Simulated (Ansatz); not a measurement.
# TaS2: levels along high-symmetry lines

```yaml
crystal:
  lattice:
    - [3.35000, 0.00000, 0.00000]
    - [-1.67500, 2.90119, 0.00000]
    - [0.00000, 0.00000, 5.86000]
  atoms:
    - { symbol: Ta, position: [0.00000, 0.00000, 0.00000] }
    - { symbol: S, position: [0.33333, 0.66667, 0.25000] }
    - { symbol: S, position: [0.66667, 0.33333, 0.75000] }
```

Atoms are numbered in the order listed.

The geometry is COD entry 1537360, unchecked; take it as a test cell. It differs from other determinations.

Spin polarisation is left out, and whether a magnetic state lies lower isn't shown here.

Spin–orbit coupling is left out, though it moves levels of the heavy atoms by tenths of an eV or more.

All numbers below come from DFT, LDA, all-electron LAPW, scalar-relativistic (Ansatz 0.2.0).

Sampling and basis: a Γ-centred 9×9×5 k mesh, Fermi–Dirac smearing of 0.03 eV, basis error target 1 meV/atom, no spin polarisation.

Points in fractions of the reciprocal vectors of this cell: Γ (0, 0, 0), M (0.5, 0, 0), K (0.333, 0.333, 0), A (0, 0, 0.5), L (0.5, 0, 0.5), H (0.333, 0.333, 0.5). The path joins them by straight lines in the order Γ–M–K–Γ–A–L–H–A–L; legs that retrace an earlier one aren't tabulated. Energies are in eV from the Fermi level.

Q: Metal or insulator at this level of theory?

A: No gap opens: metallic or semimetallic.

Q: Tabulate bands 32 to 39, counted from the lowest band of the run, along the path.

A: 
```tsv
k (1/Å)	point	band 32	band 33	band 34	band 35	band 36	band 37	band 38	band 39
0.00	Γ	-4.22	-1.25	-0.70	-0.70	0.01	0.01	0.24	4.11
0.15		-4.17	-1.39	-1.17	-1.09	0.08	0.41	0.49	3.85
0.31		-4.05	-2.53	-1.62	-1.15	-0.08	0.91	0.97	3.69
0.46		-3.93	-3.71	-2.01	-1.44	-0.32	1.34	1.42	4.00
0.62		-4.66	-3.89	-2.21	-2.05	-0.53	1.75	1.83	4.58
0.77		-4.59	-3.94	-2.75	-2.24	-0.67	2.04	2.36	4.91
0.93		-4.32	-4.02	-3.28	-2.20	-0.76	2.30	2.80	4.54
1.08	M	-4.46	-4.05	-3.39	-2.18	-0.79	2.42	2.95	4.41
1.17		-4.44	-4.00	-3.35	-2.43	-0.58	2.39	2.91	4.43
1.26		-4.38	-3.93	-3.25	-2.94	-0.17	2.33	2.78	4.48
1.35		-4.30	-3.86	-3.50	-3.15	0.25	2.27	2.59	4.32
1.44		-4.36	-3.90	-3.81	-3.08	0.63	2.25	2.37	4.07
1.53		-4.77	-3.88	-3.77	-3.07	0.91	2.18	2.24	3.93
1.62		-5.21	-3.79	-3.74	-3.09	1.08	2.09	2.21	3.95
1.71	K	-5.46	-3.74	-3.74	-3.11	1.13	2.14	2.14	4.14
1.89		-4.94	-3.89	-3.83	-2.98	1.03	1.89	2.39	3.74
2.07		-4.62	-4.13	-3.82	-2.61	0.67	1.62	2.69	3.56
2.24		-5.15	-3.79	-3.49	-2.08	0.26	1.35	2.56	3.47
2.42		-4.32	-3.54	-2.86	-1.52	0.09	1.08	1.91	3.65
2.60		-4.05	-2.72	-2.06	-1.16	0.11	0.80	1.23	3.88
2.78		-4.16	-1.51	-1.24	-1.15	0.15	0.39	0.61	3.82
2.96	Γ	-4.22	-1.25	-0.70	-0.70	0.01	0.01	0.24	4.11
3.04		-4.21	-1.40	-0.71	-0.71	0.01	0.01	0.35	4.13
3.11		-4.21	-1.76	-0.73	-0.73	0.00	0.00	0.58	4.18
3.19		-4.20	-2.21	-0.76	-0.76	0.00	0.00	0.82	4.27
3.26		-4.20	-2.67	-0.79	-0.79	-0.01	-0.01	1.01	4.36
3.34		-4.19	-3.10	-0.82	-0.82	-0.02	-0.02	1.14	4.45
3.42		-4.19	-3.42	-0.84	-0.84	-0.02	-0.02	1.22	4.51
3.49	A	-4.19	-3.55	-0.84	-0.84	-0.02	-0.02	1.25	4.53
3.65		-4.14	-3.13	-1.51	-1.20	0.14	0.38	1.47	4.17
3.80		-4.04	-2.64	-2.59	-1.69	0.06	0.98	1.91	3.62
3.96		-3.95	-3.68	-2.33	-2.02	-0.24	1.50	2.18	3.49
4.11		-4.11	-3.95	-2.33	-2.12	-0.62	1.87	2.25	4.00
4.27		-4.05	-3.95	-2.44	-2.05	-0.92	2.14	2.40	4.39
4.42		-4.14	-4.12	-2.30	-1.94	-1.14	2.33	2.70	4.48
4.58	L	-4.33	-4.18	-2.14	-1.89	-1.25	2.41	2.94	4.34
4.67		-4.32	-4.18	-2.17	-2.16	-1.03	2.37	2.90	4.34
4.76		-4.29	-4.16	-2.64	-2.27	-0.68	2.30	2.76	4.13
4.85		-4.27	-4.13	-3.14	-2.45	-0.32	2.21	2.54	3.97
4.93		-4.36	-4.06	-3.50	-2.69	0.05	2.06	2.25	4.01
5.02		-4.68	-3.96	-3.61	-2.97	0.45	1.87	1.93	4.25
5.11		-5.09	-3.83	-3.55	-3.26	0.87	1.61	1.65	4.63
5.20	H	-5.43	-3.74	-3.47	-3.47	1.22	1.44	1.44	5.08
5.38		-4.72	-3.99	-3.41	-3.18	0.88	1.08	2.29	4.21
5.56		-4.06	-3.98	-3.61	-2.69	0.74	0.83	2.68	3.78
5.74		-4.10	-3.59	-3.55	-2.27	0.62	0.72	2.64	3.64
5.92		-4.32	-3.34	-2.97	-2.14	0.49	0.79	2.58	3.64
6.10		-4.05	-2.75	-2.52	-2.10	0.42	0.75	2.12	3.63
6.27		-4.13	-3.05	-1.63	-1.34	0.29	0.35	1.54	4.10
6.45	A	-4.19	-3.55	-0.84	-0.84	-0.02	-0.02	1.25	4.53
```
